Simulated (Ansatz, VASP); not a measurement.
**KI in VASP and in Ansatz**

```
CELL_PARAMETERS angstrom
0.00000 3.54428 3.49112
3.54428 0.00000 3.49112
3.54428 3.54428 0.00000
ATOMIC_POSITIONS crystal
K 0.00000 0.00000 0.00000
I 0.50000 0.50000 0.50000
```

Change from the starting cell: uniaxial_z strain -1.5%.

Alike in both runs: task single point; functional r2SCAN; k mesh 6 × 6 × 6; no spin polarisation.

```csv
,VASP,Ansatz
version,VASP 6.6.1,Ansatz 0.2.0
potentials or method,"VASP PAW PBE potentials, release 64 (K_sv, I)","plane waves, PAW"
plane-wave cutoff (eV),520,500
occupations,"gaussian, width 0.01 eV",fixed
valence electrons in the cell,16,26
```

```tsv
	VASP	Ansatz	Ansatz less VASP
gap on the k mesh at the Fermi level (eV)	4.62	4.62	+0.003
pressure (GPa)	0.2	0.2	0.00
largest component of the traceless stress (GPa)	0.31	0.31	-0.003
```

The two sets of potentials don't hold the same shells in valence.

Caveats: the PAW data sets were made with another functional, which shifts forces and pressure a little (VASP); spin-orbit coupling is left out, which moves the levels of the heavy elements.
